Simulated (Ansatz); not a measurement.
## Rh: computed properties

These are results of DFT PBEsol, scalar-relativistic, plane waves, PAW (Ansatz 0.2.0), not measurements.

Settings: cutoff 420 eV, Γ-centred mesh 18×18×10 on the computed 2-atom cell, Gaussian smearing of 0.10 eV; no spin polarisation.

The structure is relaxed at this level of theory with its symmetry kept. This form isn't the element's structure at ambient conditions.

```xyz
2
Lattice="2.6887 0.0000 0.0000 -1.3444 2.3285 0.0000 0.0000 0.0000 4.3290" Properties=species:S:1:pos:R:3 pbc="T T T"
Rh    1.3444    0.7762    3.2468
Rh    0.0000    1.5523    1.0823
```

| Item | Value |
| --- | --- |
| Space group | P6_3/mmc (No. 194) |
| Volume per atom | 13.55 Å³ |
| Formation energy from the elements' standard states (uncorrected) | +0.040 eV/atom |
| Kohn–Sham band gap | none (metal) |
| Density of states at the Fermi level | 3.16 states/eV per cell |
| Löwdin character within 0.5 eV of the Fermi level | Rh 4d 97 % |
| Bulk modulus | 293 GPa |
| Its pressure derivative | 5.1 |
| Bader charges (e) | Rh (2 in the cell) 0.00 |